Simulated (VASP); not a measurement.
# BeSe (F-43m) in VASP: a series of runs, part 2 of 2

VASP 6.6.1.

## (4) Relaxation of the atoms, PBE+D3(BJ) (a relaxed cell with its volume scaled by 0.94)

The input, INCAR:

```
SYSTEM = BeSe
PREC = Accurate
ENCUT = 600
EDIFF = 1E-7
ISMEAR = 0
SIGMA = 0.03
LREAL = .False.
LASPH = .True.
NELM = 80
ALGO = Normal
ISIF = 2
LWAVE = .False.
LCHARG = .False.
GGA = PE
IVDW = 12
IBRION = 2
NSW = 40
EDIFFG = -0.01
```

The input, KPOINTS:

```
regular mesh
0
Gamma
  10 10 10
  0 0 0
```

The input, POSCAR:

```
BeSe                                    
1.0
    0.0000000000      2.5042591261      2.5042591261
    2.5042591261      0.0000000000      2.5042591261
    2.5042591261      2.5042591261      0.0000000000
  Be              Se            
     1     1
Direct
     0.0000000000000000    0.0000000000000000    0.0000000000000000
     0.2500000000000000    0.2500000000000000    0.2500000000000000
```

Potentials or basis: VASP PAW PBE potentials, release 64 (Be, Se).

The run is started by

```sh
> cat potpaw_PBE.64/Be/POTCAR potpaw_PBE.64/Se/POTCAR > POTCAR
> mpirun -np 1 vasp_std > vasp.out
```

OUTCAR:

```text
SYSTEM = BeSe
   PREC = Accurate
   ENCUT = 600
   EDIFF = 1E-7
   ISMEAR = 0
   LREAL = .False.
   LASPH = .True.
   NELM = 80
   ISIF = 2
   GGA = PE
   IVDW = 12
   IBRION = 2
   NSW = 40
   EDIFFG = -0.01
 IVDW          = 12

 ion  position               nearest neighbor table
   1  0.000  0.000  0.000-   2 2.17   2 2.17   2 2.17   2 2.17
   2  0.250  0.250  0.250-   1 2.17   1 2.17   1 2.17   1 2.17

  LATTYP: Found a face centered cubic cell.
 ALAT       =     5.0085182522

  Lattice vectors:

 A1 = (   0.0000000000,   2.5042591261,   2.5042591261)
 A2 = (   2.5042591261,   0.0000000000,   2.5042591261)
 A3 = (   2.5042591261,   2.5042591261,   0.0000000000)

Analysis of symmetry for initial positions (statically):
=====================================================================
 Subroutine PRICEL returns:
 Original cell was already a primitive cell.

 Routine SETGRP: Setting up the symmetry group for a
 face centered cubic supercell.

 Subroutine GETGRP returns: Found 24 space group operations
 (whereof 24 operations were pure point group operations)
 out of a pool of 48 trial point group operations.
[... 170 lines left out ...]
 Fermi energy:         4.3431299851

 k-point     1 :       0.0000    0.0000    0.0000
  band No.  band energies     occupation
      1     -10.1953      2.00000
      2       4.1535      2.00000
      3       4.1535      2.00000
      4       4.1535      2.00000
      5       9.1334      0.00000
      6       9.1379      0.00000
      7       9.1379      0.00000
      8       9.1379      0.00000
[... 243 lines left out ...]
 k-point    24 :       0.4000    0.3000    0.0000
  band No.  band energies     occupation
      1      -8.6428      2.00000
      2      -0.4646      2.00000
      3       1.3889      2.00000
      4       1.6799      2.00000
      5       7.5054      0.00000
      6       9.2883      0.00000
      7      13.8525      0.00000
      8      14.0282      0.00000

 [... further k-points ...]

------------------------ aborting loop because EDIFF is reached ----------------------------------------

 Edisp (eV)   -0.68651

 E8    (eV) :    -0.2685

  FORCE on cell =-STRESS in cart. coord.  units (eV):
  Direction    XX          YY          ZZ          XY          YZ          ZX
  --------------------------------------------------------------------------------------
  -------------------------------------------------------------------------------------
  Total       1.11833     1.11833     1.11833     0.00000    -0.00000    -0.00000
  in kB      57.04456    57.04456    57.04456     0.00000    -0.00000    -0.00000
  external pressure =       57.04 kB  Pullay stress =        0.00 kB

 VOLUME and BASIS-vectors are now :
 -----------------------------------------------------------------------------
  energy-cutoff  :      600.00
  volume of cell :       31.41
      direct lattice vectors                 reciprocal lattice vectors
     0.000000000  2.504259126  2.504259126    -0.199659849  0.199659849  0.199659849
     2.504259126  0.000000000  2.504259126     0.199659849 -0.199659849  0.199659849
     2.504259126  2.504259126  0.000000000     0.199659849  0.199659849 -0.199659849

 POSITION                                       TOTAL-FORCE (eV/Angst)
 -----------------------------------------------------------------------------------
      0.00000      0.00000      0.00000        -0.000000     -0.000000     -0.000000
      1.25213      1.25213      1.25213         0.000000      0.000000      0.000000
 -----------------------------------------------------------------------------------
    total drift:                                0.000000      0.000000      0.000000

  FREE ENERGIE OF THE ION-ELECTRON SYSTEM (eV)
  ---------------------------------------------------
  free  energy   TOTEN  =        -9.4554022649 eV

  energy  without entropy=       -9.4554022649  energy(sigma->0) =       -9.45540226

 reached required accuracy - stopping structural energy minimisation
```

Run time: 7.3 s. Hardware: 1 thread of AMD EPYC 9R45 (Zen 5), shared host; peak memory 0.14 GiB.

Results:

```
Free energy                : -9.4554 eV
Pressure after relaxing    : 5.7 GPa
Band gap on the k mesh     : 2.43 eV, indirect (least direct gap 4.98 eV)
Dispersion energy per atom : -0.343 eV
```

Final structure:
```
CELL_PARAMETERS angstrom
0.00000 2.50426 2.50426
2.50426 0.00000 2.50426
2.50426 2.50426 0.00000
ATOMIC_POSITIONS crystal
Be 0.00000 0.00000 0.00000
Se 0.25000 0.25000 0.25000
```

Levels at points of the mesh, in eV from the valence-band top:
```
           k point  band 2  band 3  band 4  band 5  band 6  band 7
(0.00, 0.00, 0.00)    0.00    0.00    0.00    4.98    4.98    4.98
(0.50, 0.00, 0.00)   -6.25   -1.20   -1.20    4.62    5.97    5.97
(0.50, 0.50, 0.00)   -5.52   -2.96   -2.96    2.43    4.14   12.37
```

Caveat: the relaxation stopped at its first step, so nothing moved. A k mesh can miss the band edges.

## (5) Relaxation of the atoms, PBE+D3(BJ) (a relaxed cell with its volume scaled by 0.96)

INCAR is that of step 4.

KPOINTS is that of step 4.

The input, POSCAR:

```
BeSe                                    
1.0
    0.0000000000      2.5218953348      2.5218953348
    2.5218953348      0.0000000000      2.5218953348
    2.5218953348      2.5218953348      0.0000000000
  Be              Se            
     1     1
Direct
     0.0000000000000000    0.0000000000000000    0.0000000000000000
     0.2500000000000000    0.2500000000000000    0.2500000000000000
```

Potentials or basis: VASP PAW PBE potentials, release 64 (Be, Se).

The run is started by

```sh
> cat potpaw_PBE.64/Be/POTCAR potpaw_PBE.64/Se/POTCAR > POTCAR
> mpirun -np 1 vasp_std > vasp.out
```

OUTCAR:

```text
SYSTEM = BeSe
   PREC = Accurate
   ENCUT = 600
   EDIFF = 1E-7
   ISMEAR = 0
   LREAL = .False.
   LASPH = .True.
   NELM = 80
   ISIF = 2
   GGA = PE
   IVDW = 12
   IBRION = 2
   NSW = 40
   EDIFFG = -0.01
 IVDW          = 12

 ion  position               nearest neighbor table
   1  0.000  0.000  0.000-   2 2.18   2 2.18   2 2.18   2 2.18
   2  0.250  0.250  0.250-   1 2.18   1 2.18   1 2.18   1 2.18

  LATTYP: Found a face centered cubic cell.
 ALAT       =     5.0437906696

  Lattice vectors:

 A1 = (   0.0000000000,   2.5218953348,   2.5218953348)
 A2 = (   2.5218953348,   0.0000000000,   2.5218953348)
 A3 = (   2.5218953348,   2.5218953348,   0.0000000000)

Analysis of symmetry for initial positions (statically):
=====================================================================
 Subroutine PRICEL returns:
 Original cell was already a primitive cell.

 Routine SETGRP: Setting up the symmetry group for a
 face centered cubic supercell.

 Subroutine GETGRP returns: Found 24 space group operations
 (whereof 24 operations were pure point group operations)
 out of a pool of 48 trial point group operations.

The static configuration has the point symmetry T_d .

Analysis of symmetry for dynamics (positions and initial velocities):
=====================================================================
 Subroutine PRICEL returns:
 Original cell was already a primitive cell.

 Routine SETGRP: Setting up the symmetry group for a
 face centered cubic supercell.

 Subroutine GETGRP returns: Found 24 space group operations
 (whereof 24 operations were pure point group operations)
 out of a pool of 48 trial point group operations.

The dynamic configuration has the point symmetry T_d .

 Subroutine INISYM returns: Found 24 space group operations
 (whereof 24 operations are pure point group operations),
 and found     1 'primitive' translations

----------------------------------------------------------------------------------------
[... 118 lines left out ...]
   GGA     = PE    functional components
   LHFCALC =     F    Hartree Fock is set to
   AEXX    =    0.0000 exact exchange contribution
   IVDW    =    12    specifies the selected vdW correction
   LEPSILON=     F    determine dielectric tensor
   LRPA    =     F    only Hartree local field effects (RPA)
 conjugate gradient relaxation of ions
 non-spin polarized calculation
 Gauss-broadening in eV      SIGMA  =   0.03
  energy-cutoff  :      600.00
  volume of cell :       32.08
 maximum number of plane-waves:      1090
   NGX = 15   NGY = 15   NGZ = 15

 number of electron       8.0000001 magnetization

 Free energy of the ion-electron system (eV)
  ---------------------------------------------------
  ext. energy  EPLUGINS =         0.00000000
  ---------------------------------------------------
  free energy    TOTEN  =        -8.80318932 eV

  energy without entropy =       -8.80318932  energy(sigma->0) =       -8.80318932

 E-fermi :   4.1035     XC(G=0):  -9.6730

 val. band max:        3.9381090130   @ k =   0.0000   0.0000   0.0000
 cond. band min:       6.4230259504   @ k =   0.5000   0.5000   0.0000
 fundamental gap:      2.4849169374
 Fermi energy:         4.1035019706

 k-point     1 :       0.0000    0.0000    0.0000
  band No.  band energies     occupation
      1     -10.2605      2.00000
      2       3.9381      2.00000
      3       3.9381      2.00000
      4       3.9381      2.00000
      5       8.7527      0.00000
      6       8.9314      0.00000
      7       8.9314      0.00000
      8       8.9314      0.00000
[... 243 lines left out ...]
 k-point    24 :       0.4000    0.3000    0.0000
  band No.  band energies     occupation
      1      -8.7621      2.00000
      2      -0.5912      2.00000
      3       1.2515      2.00000
      4       1.5356      2.00000
      5       7.3199      0.00000
      6       9.0797      0.00000
      7      13.5155      0.00000
      8      13.7100      0.00000

 [... further k-points ...]

------------------------ aborting loop because EDIFF is reached ----------------------------------------

 Edisp (eV)   -0.67159

 E8    (eV) :    -0.2626

  FORCE on cell =-STRESS in cart. coord.  units (eV):
  Direction    XX          YY          ZZ          XY          YZ          ZX
  --------------------------------------------------------------------------------------
  -------------------------------------------------------------------------------------
  Total       0.72453     0.72453     0.72453     0.00000    -0.00000     0.00000
  in kB      36.18751    36.18751    36.18751     0.00000    -0.00000     0.00000
  external pressure =       36.19 kB  Pullay stress =        0.00 kB

 VOLUME and BASIS-vectors are now :
 -----------------------------------------------------------------------------
  energy-cutoff  :      600.00
  volume of cell :       32.08
      direct lattice vectors                 reciprocal lattice vectors
     0.000000000  2.521895335  2.521895335    -0.198263581  0.198263581  0.198263581
     2.521895335  0.000000000  2.521895335     0.198263581 -0.198263581  0.198263581
     2.521895335  2.521895335  0.000000000     0.198263581  0.198263581 -0.198263581

 POSITION                                       TOTAL-FORCE (eV/Angst)
 -----------------------------------------------------------------------------------
      0.00000      0.00000      0.00000         0.000000      0.000000      0.000000
      1.26095      1.26095      1.26095        -0.000000     -0.000000     -0.000000
 -----------------------------------------------------------------------------------
    total drift:                                0.000000      0.000000      0.000000

  FREE ENERGIE OF THE ION-ELECTRON SYSTEM (eV)
  ---------------------------------------------------
  free  energy   TOTEN  =        -9.4747757659 eV

  energy  without entropy=       -9.4747757659  energy(sigma->0) =       -9.47477577

 reached required accuracy - stopping structural energy minimisation
```

CONTCAR:

```text
BeSe
   1.00000000000000
     0.0000000000000000    2.5218953347999999    2.5218953347999999
     2.5218953347999999    0.0000000000000000    2.5218953347999999
     2.5218953347999999    2.5218953347999999    0.0000000000000000
  Be              Se
     1     1
Direct
     0.0000000000000000    0.0000000000000000    0.0000000000000000
     0.2500000000000000    0.2500000000000000    0.2500000000000000

  0.00000000E+00  0.00000000E+00  0.00000000E+00
  0.00000000E+00  0.00000000E+00  0.00000000E+00
```

It took 7.4 s on 1 thread of AMD EPYC 9R45 (Zen 5), shared host; peak memory 0.14 GiB.

Results:

| Item | Value |
| --- | --- |
| Free energy | -9.4748 eV |
| Pressure after relaxing | 3.6 GPa |
| Band gap on the k mesh | 2.48 eV, indirect (least direct gap 4.81 eV) |
| Dispersion energy per atom | -0.336 eV |

Final structure:
```yaml
crystal:
  lattice:
    - [0.00000, 2.52190, 2.52190]
    - [2.52190, 0.00000, 2.52190]
    - [2.52190, 2.52190, 0.00000]
  atoms:
    - { symbol: Be, position: [0.00000, 0.00000, 0.00000] }
    - { symbol: Se, position: [0.25000, 0.25000, 0.25000] }
```

Caveat: the relaxation stopped at its first step, so nothing moved. A k mesh can miss the band edges.

## (6) Summary

```tsv
task	cell	gap on the mesh (eV)	pressure (GPa)
relaxation of cell and atoms	relaxed	2.58	0.0
relaxation of the atoms	atoms relaxed from: a relaxed cell with its volume scaled by 0.94	2.43	5.7
relaxation of the atoms	atoms relaxed from: a relaxed cell with its volume scaled by 0.96	2.48	3.6
```

Alike in all rows: level PBE+D3(BJ); potentials or basis VASP PAW PBE potentials, release 64 (Be, Se); no spin polarisation; k mesh 10 × 10 × 10; cutoff (eV) 600; smearing gaussian 0.03 eV.

Caveats: the relaxation stopped at its first step, so nothing moved.

Total energies depend on the potentials used, so only differences within one code and one set of settings carry meaning.
